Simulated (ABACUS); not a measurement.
Runs of ABACUS 3.10.1 on GaSb. Symmetry: F-43m, No. 216, cubic system. Conventional cell: a = 6.118 Å, b = 6.118 Å, c = 6.118 Å, α = 90.00°, β = 90.00°, γ = 90.00°. Sb (site symmetry -43m) has 4 Ga at 2.65 Å as nearest neighbours. Around Ga (site symmetry -43m) lie 4 Sb at 2.65 Å. 

```tsv
level	share of exact exchange	screening of the exchange	threshold of the auxiliary basis	gap on the mesh (eV)
HSE-type (share 0.4, screening 0.11/bohr)	0.4	0.11 1/bohr	0.001	(a)
PBE	-	-	-	0.14
HSE-type (share 0.25, screening 0.11/bohr)	0.25	0.11 1/bohr	0.001	0.86
HSE-type (share 0.1, screening 0.11/bohr)	0.1	0.11 1/bohr	0.001	0.37
```

Alike in all rows: task single point; potentials or basis SG15 ONCV 1.2 PBE, DZP LCAO (the cutoffs set its grid); no spin polarisation; cell as given; k mesh 4 × 4 × 4; cutoff (eV) 1361; smearing fermi-dirac 0.05 eV; the mesh is coarse, so values aren't converged.

**Question.** Estimate the missing entries.

**Answer.** (a) 1.40.

Caveats: all runs use coarse meshes; the atomic orbitals were generated for these runs and aren't a published set; spin-orbit coupling is left out, which moves the levels of the heavy elements; the basis of atomic orbitals isn't converged, which shifts pressures, moduli and gaps; gaps of hybrids in this basis differ from plane-wave ones by up to 0.1 eV (some runs).

A k mesh can miss the band edges, and the runs leave out spin-orbit coupling on Ga, Sb.
